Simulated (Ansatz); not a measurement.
Given:

Li₃N (Li3N type, space group P6/mmm)

```xyz
8
Lattice="7.2195 0.0000 0.0000 -1.8049 3.1262 0.0000 0.0000 0.0000 3.8558" Properties=species:S:1:pos:R:3 pbc="T T T"
Li     0.0000     0.0000     1.9279
Li     3.6098     0.0000     1.9279
Li     0.0000     2.0841     0.0000
Li     3.6098     2.0841     0.0000
Li     1.8049     1.0421     0.0000
Li     5.4147     1.0421     0.0000
N      0.0000     0.0000     0.0000
N      3.6098     0.0000     0.0000
```

A phonon eigenvector at M = (0.5, 0.0, 0.0) is frozen into this cell: atom i moves by Q times the vector below, so Q is the largest atomic displacement, in Å. The cell is held. (q is in reciprocal vectors of the primitive cell; the cell shown is doubled to hold the pattern.)

| atom | x | y | z |
|---|---|---|---|
| Li1 | -0.500 | 0.866 | 0.000 |
| Li2 | 0.500 | -0.866 | 0.000 |
| Li3 | -0.067 | 0.116 | 0.000 |
| Li4 | 0.067 | -0.116 | 0.000 |
| Li5 | 0.067 | -0.116 | 0.000 |
| Li6 | -0.067 | 0.116 | 0.000 |
| N7 | -0.217 | 0.375 | 0.000 |
| N8 | 0.217 | -0.375 | 0.000 |

These are r2SCAN (plane waves to 500 eV, PAW, scalar-relativistic; Ansatz, a first-principles code) values and carry that method's errors. k mesh 11×11×9 (Γ-centred), Fermi-Dirac smearing 0.05 eV. The energy includes the smearing's −TS. Li3N was relaxed with its symmetry unable to fall. The zero of ΔE is the undisplaced structure.

The scan covers Q from -0.100 to 0.100 Å in 13 points.

Question: Which space group does the distorted structure have?

Answer: Pmma (No. 51), lowered from P6/mmm.

Question: What is the energy change at Q = 0.100 Å?

Answer: 23.7 meV/cell.

Question: What harmonic wavenumber does the curvature at Q = 0 give?

Answer: 256 cm⁻¹.

(For displaced atoms, the force is minus the slope of the energy, and its curvature is a force constant, which sets phonon frequencies.)
